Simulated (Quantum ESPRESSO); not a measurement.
# Mo (Im-3m) in Quantum ESPRESSO: further runs, part 2 of 2

Quantum ESPRESSO 7.5. The steps go on from the part before.

### 3 Phonons, PBEsol, target pressure 80 GPa, at which the enthalpy is minimised

Input file pw.in:

```
&CONTROL
  calculation = 'scf'
  prefix = 'pwscf'
  outdir = './tmp'
  pseudo_dir = './pseudo'
  tprnfor = .true.
  tstress = .true.
  disk_io = 'low'
/
&SYSTEM
  ibrav = 0
  nat = 1
  ntyp = 1
  ecutwfc = 45
  ecutrho = 360
  nbnd = 13
  occupations = 'smearing'
  smearing = 'mv'
  degauss = 0.01469973
/
&ELECTRONS
  conv_thr = 2d-10
  electron_maxstep = 120
  mixing_beta = 0.5
/
ATOMIC_SPECIES
Mo    95.9500 mo_pbesol_v1.uspp.F.UPF
CELL_PARAMETERS angstrom
  -1.5838089719    1.5838089719    1.5838089719
   1.5838089719   -1.5838089719    1.5838089719
   1.5838089719    1.5838089719   -1.5838089719
ATOMIC_POSITIONS angstrom
Mo     0.0000000000    0.0000000000    0.0000000000
K_POINTS automatic
12 12 12 0 0 0
```

Input file relax.in:

```
&CONTROL
  calculation = 'vc-relax'
  prefix = 'pwscf'
  outdir = './tmp'
  pseudo_dir = './pseudo'
  tprnfor = .true.
  tstress = .true.
  disk_io = 'low'
  nstep = 40
  forc_conv_thr = 0.0001
  etot_conv_thr = 1d-06
/
&SYSTEM
  ibrav = 0
  nat = 1
  ntyp = 1
  ecutwfc = 45
  ecutrho = 360
  nbnd = 13
  occupations = 'smearing'
  smearing = 'mv'
  degauss = 0.01469973
/
&ELECTRONS
  conv_thr = 2d-10
  electron_maxstep = 120
  mixing_beta = 0.5
/
&IONS
  ion_dynamics = 'bfgs'
/
&CELL
  cell_dynamics = 'bfgs'
  press = 800
  press_conv_thr = 0.2
/
ATOMIC_SPECIES
Mo    95.9500 mo_pbesol_v1.uspp.F.UPF
CELL_PARAMETERS angstrom
  -1.5838089719    1.5838089719    1.5838089719
   1.5838089719   -1.5838089719    1.5838089719
   1.5838089719    1.5838089719   -1.5838089719
ATOMIC_POSITIONS angstrom
Mo     0.0000000000    0.0000000000    0.0000000000
K_POINTS automatic
12 12 12 0 0 0
```

Input file scf2.in:

```
&CONTROL
  calculation = 'scf'
  prefix = 'pwscf'
  outdir = './tmp'
  pseudo_dir = './pseudo'
  tprnfor = .true.
  tstress = .true.
  disk_io = 'low'
/
&SYSTEM
  ibrav = 0
  nat = 1
  ntyp = 1
  ecutwfc = 45
  ecutrho = 360
  nbnd = 13
  occupations = 'smearing'
  smearing = 'mv'
  degauss = 0.01469973
/
&ELECTRONS
  conv_thr = 1d-13
  electron_maxstep = 120
  mixing_beta = 0.5
  startingpot = 'file'
  startingwfc = 'file'
/
ATOMIC_SPECIES
Mo    95.9500 mo_pbesol_v1.uspp.F.UPF
CELL_PARAMETERS angstrom
  -1.4668711473    1.4668711473    1.4668711473
   1.4668711473   -1.4668711473    1.4668711473
   1.4668711473    1.4668711473   -1.4668711473
ATOMIC_POSITIONS angstrom
Mo     0.0000000000    0.0000000000    0.0000000000
K_POINTS automatic
12 12 12 0 0 0
```

Input file ph.in:

```
phonons of Mo
&INPUTPH
  prefix = 'pwscf'
  outdir = './tmp'
  tr2_ph = 1d-18
  fildyn = 'dyn'
  niter_ph = 90
  alpha_mix(1) = 0.4
/
0.0000000000 0.8660254038 0.0000000000
```

Potentials or basis: GBRV 1.5 PBEsol.

On the command line:

```console
> OMP_NUM_THREADS=1 mpirun -n 4 pw.x -nk 4 -in pw.in > pw.out
> OMP_NUM_THREADS=1 mpirun -n 4 pw.x -nk 4 -in relax.in > relax.out
> OMP_NUM_THREADS=1 mpirun -n 4 pw.x -nk 4 -in scf2.in > scf2.out
> OMP_NUM_THREADS=1 mpirun -n 4 ph.x -nk 4 -in ph.in > ph.out
```

pw.out:

```text
This program is part of the open-source Quantum ESPRESSO suite
     for quantum simulation of materials; please cite
[... 6 lines left out ...]
     using ibrav=0 with symmetry is DISCOURAGED, use correct ibrav instead

     K-points division:     npool     =       4
     Subspace diagonalization in iterative solution of the eigenvalue problem:
     a serial algorithm will be used

     G-vector sticks info
     --------------------
     sticks:   dense  smooth     PW     G-vecs:    dense   smooth      PW
     Sum         727     363    139                12479     4321    1061

     Using Slab Decomposition

     bravais-lattice index     =            0
     lattice parameter (alat)  =       5.1840  a.u.
     unit-cell volume          =     107.2420 (a.u.)^3
     number of atoms/cell      =            1
     number of atomic types    =            1
     number of electrons       =        14.00
     number of Kohn-Sham states=           13
     kinetic-energy cutoff     =      45.0000  Ry
     charge density cutoff     =     360.0000  Ry
     scf convergence threshold =      2.0E-10
     mixing beta               =       0.5000
     number of iterations used =            8  plain     mixing
     Exchange-correlation= SLA  PW   PSX  PSC
                           (   1   4  10   8   0   0   0)

     celldm(1)=   5.183968  celldm(2)=   0.000000  celldm(3)=   0.000000
     celldm(4)=   0.000000  celldm(5)=   0.000000  celldm(6)=   0.000000

     crystal axes: (cart. coord. in units of alat)
[... 107 lines left out ...]

     Dense  grid:    12479 G-vectors     FFT dimensions: (  32,  32,  32)

     Smooth grid:     4321 G-vectors     FFT dimensions: (  24,  24,  24)

     Initial potential from superposition of free atoms

     starting charge      13.9990, renormalised to      14.0000
     Starting wfcs are   13 randomized atomic wfcs

     Self-consistent Calculation

     iteration #  1     ecut=    45.00 Ry     beta= 0.50
     Davidson diagonalization with overlap
     ethr =  1.00E-02,  avg # of iterations =  4.0

     Threshold (ethr) on eigenvalues was too large:
     Diagonalizing with lowered threshold

     Davidson diagonalization with overlap
     ethr =  2.93E-04,  avg # of iterations =  1.6

     total energy              =    -139.33292152 Ry
     estimated scf accuracy    <       0.04166955 Ry
[... 55 lines left out ...]
     iteration #  8     ecut=    45.00 Ry     beta= 0.50
     Davidson diagonalization with overlap
     ethr =  3.89E-12,  avg # of iterations =  2.3

     negative rho (up, down):  7.593E-06 0.000E+00

     End of self-consistent calculation

          k = 0.0000 0.0000 0.0000 (   555 PWs)   bands (ev):

   -40.3788 -13.6925 -13.6925 -13.6925  13.6166  19.5080  19.5080  19.5080
    22.4527  22.4527  35.5454  35.5454  35.5454
[... 353 lines left out ...]
   -39.9546 -14.6149 -14.6149 -14.6149  15.5016  15.5016  24.7539  24.7539
    24.7539  29.7199  29.7199  29.7199  40.0473

     the Fermi energy is    20.7548 ev

!    total energy              =    -139.33985555 Ry
     estimated scf accuracy    <          1.8E-11 Ry
     smearing contrib. (-TS)   =       0.00028428 Ry
     internal energy E=F+TS    =    -139.34013982 Ry

     The total energy is F=E-TS. E is the sum of the following terms:
     one-electron contribution =     -18.86858392 Ry
     hartree contribution      =      17.88503254 Ry
     xc contribution           =     -19.19553733 Ry
     ewald contribution        =    -119.16105111 Ry

     convergence has been achieved in   8 iterations

     negative rho (up, down):  7.593E-06 0.000E+00

     Forces acting on atoms (cartesian axes, Ry/au):

     atom    1 type  1   force =     0.00000000    0.00000000    0.00000000

     Total force =     0.000000     Total SCF correction =     0.000000

     Computing stress (Cartesian axis) and pressure

     negative rho (up, down):  7.593E-06 0.000E+00
          total   stress  (Ry/bohr**3)                   (kbar)     P=     -103.84
  -0.00070586  -0.00000000   0.00000000         -103.84       -0.00        0.00
  -0.00000000  -0.00070586  -0.00000000           -0.00     -103.84       -0.00
  -0.00000000  -0.00000000  -0.00070586           -0.00       -0.00     -103.84

=------------------------------------------------------------------------------=
   JOB DONE.
=------------------------------------------------------------------------------=
```

Run time: 49 s. Hardware: 4 MPI ranks of Intel Xeon Platinum 8375C at 2.90GHz (Ice Lake), shared host; peak memory 0.36 GiB.

What came out:

| Quantity | Value |
| --- | --- |
| Free energy | -1895.2625 eV |
| Relaxed volume | 12.63 Å³/atom |
| Relaxed cell | a = 2.541 Å, b = 2.541 Å, c = 2.541 Å, α = 109.47°, β = 109.47°, γ = 109.47° |
| Space group after relaxing (to 0.05 Å) | Im-3m (No. 229) |
| Pressure after relaxing | 79.6 GPa |
| Band gap on the k mesh | none (metal or under the smearing width) |
| Highest phonon frequency at the q point run | 280 cm⁻¹ |

The path:
```
step  energy change (eV)  largest force (eV/Å)  pressure (GPa)  volume (Å³)
   1              0.0000                0.0000          -10.38        15.89
   2              3.8721                0.0000          320.07         9.64
   3              0.3804                0.0000           64.41        12.99
   4              0.6014                0.0000           85.14        12.51
   5              0.5425                0.0000           79.86        12.63
   6              0.5440                0.0000           80.00        12.63
```

Final structure:
```yaml
crystal:
  lattice:
    - [-1.46687, 1.46687, 1.46687]
    - [1.46687, -1.46687, 1.46687]
    - [1.46687, 1.46687, -1.46687]
  atoms:
    - { symbol: Mo, position: [0.00000, 0.00000, 0.00000] }
```

Phonon frequencies in cm⁻¹ (negative: imaginary):
| q point | frequencies |
| --- | --- |
| (0.500, -0.500, 0.500) | 280 280 280 |

Phonon modes at q = (0.500, -0.500, 0.500) in reciprocal lattice units:
| mode | symmetry | cm⁻¹ |
| --- | --- | --- |
| 1 | T_1u | 280 |
| 2 | T_1u | 280 |
| 3 | T_1u | 280 |

Caveat: the volume moved by over 15 % at a fixed basis, so the end points are rough; the cell is more than 3 GPa from zero pressure, which shifts response properties.
